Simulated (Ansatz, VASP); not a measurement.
**MgZn4O: VASP beside Ansatz**

```xyz
6
Lattice="2.6220 1.5138 3.6025 -2.6220 1.5138 3.6025 0.0000 -3.0276 3.6025" Properties=species:S:1:pos:R:3 pbc="T T T"
Mg    0.0000    0.0000   10.7724
Zn    0.0000   -1.5092    5.8559
Zn    1.3070    0.7546    5.8559
Zn   -1.3070    0.7546    5.8559
Zn    0.0000    0.0000    8.1372
O     0.0000    0.0000    4.0510
```

Change from the starting cell: species swapped into the TmBeCu4 type (R3m, No. 160).

Alike in both runs: functional PBE; k mesh 4 × 4 × 4; occupations gaussian, width 0.2 eV; no spin polarisation.

Ansatz relaxed the structure, and its values are those at the end. VASP's run is a single point on that final structure, the one shown.

|  | VASP | Ansatz |
| --- | --- | --- |
| version | VASP 6.6.1 | Ansatz 0.2.0 |
| potentials or method | VASP PAW PBE potentials, release 64 (Mg, Zn, O) | scalar-relativistic, plane waves, PAW |
| plane-wave cutoff (eV) | 520 | 420 |
| valence electrons in the cell | 56 | 64 |

|  | VASP | Ansatz | Ansatz less VASP |
| --- | --- | --- | --- |
| gap on the k mesh at the Fermi level (eV) | none | none | - |
| pressure (GPa) | 0.4 | 0.3 | -0.16 |
| rms of the force components (eV/Å) | 0.007 | 0.006 | -0.0014 |

A gap of «none» marks a metal or a gap that the smearing closes. The two sets of potentials don't hold the same shells in valence.

Caveats: the k mesh is coarse (spacing up to 0.38 Å⁻¹), so the values aren't converged.
